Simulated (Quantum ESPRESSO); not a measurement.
GaSb under changes of volume

One of the cells (28.625 Å³/atom); the others are scaled copies at fixed shape and fractional positions:

```
CELL_PARAMETERS angstrom
0.00000 3.05900 3.05900
3.05900 0.00000 3.05900
3.05900 3.05900 0.00000
ATOMIC_POSITIONS crystal
Sb 0.75000 0.75000 0.75000
Ga 0.00000 0.00000 0.00000
```

- Program: Quantum ESPRESSO 7.5
- Functional: PBEsol
- Potentials or basis: GBRV 1.5 PBEsol
- Cutoff: 762 eV
- Density cutoff: 6095 eV
- k mesh: 8 × 8 × 8
- Occupations: fermi-dirac, width 0.05 eV
- Spin: no spin polarisation

```tsv
volume (Å³/atom)	energy over the lowest point (meV/atom)	pressure (GPa)	gap on the mesh (eV)
26.907	16.85	3.5	0.43
27.480	?	?	?
28.052	1.42	0.9	0.13
28.625	0.00	-0.1	none
29.197	2.13	-1.1	none
29.770	7.52	-1.9	none
30.342	15.83	-2.7	none
```

What does the run at 27.480 Å³/atom give?

Energy over the lowest point 6.84 meV/atom; pressure 2.1 GPa; gap on the mesh 0.28 eV.

Worked out: A Birch-Murnaghan fit of order 3 (a polynomial in V^(-2/3)) to the other rows has its minimum at 28.56 Å³/atom with B0 = V·E''(V) = 51 GPa and B' = 4.4. It gives 6.90 meV/atom at 27.480 Å³/atom, against the run's 6.84, and -dE/dV = 2.1 GPa, against 2.1.

Energies are extrapolated to zero smearing.

Caveats: spin-orbit coupling is left out, which moves the levels of the heavy elements (some runs).

A mesh can miss the band edges.

A gap of «none» marks a metal or a gap under the smearing width.
